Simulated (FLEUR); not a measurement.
# YN: equation of state with LDA

The system is YN.

```
Y N
1.0
     0.00000    2.43850    2.43850
     2.43850    0.00000    2.43850
     2.43850    2.43850    0.00000
Y N
1 1
Direct
  0.00000 0.00000 0.00000
  0.50000 0.50000 0.50000
```

| Quantity | Value |
| --- | --- |
| Program | FLEUR MaX-R8.1 (later development tree) |
| Task | equation of state |
| Functional | LDA |
| Potentials or basis | all-electron |
| Basis | FLAPW |
| Kmax | 4.42 1/bohr |
| k mesh | 9 × 9 × 9 |
| Occupations | fermi-dirac, width 0.05 eV |
| Spin | no spin polarisation |
| Gmax | 13.7 1/bohr |
| Muffin-tin radii | Y 2.51, N 1.63 bohr |
| lmax | Y 10, N 8 |
| lnonsphr | Y 10, N 8 |
| Local orbitals a species | Y 5, N 3 |

```
Equilibrium volume                      : 13.99 Å³/atom
Bulk modulus                            : 183 GPa
Pressure derivative of the bulk modulus : 4.2 (rough: it moves with the points fitted)
```

Energy against volume, from the lowest point:
| volume (Å³/atom) | energy (meV/atom) |
| --- | --- |
| 13.630 | 5.39 |
| 13.920 | 0.00 |
| 14.500 | 9.73 |
| 15.080 | 42.31 |
| 15.370 | 65.77 |

LDA usually gives volumes a few per cent too small. Zero-point motion and thermal expansion aren't in these numbers.
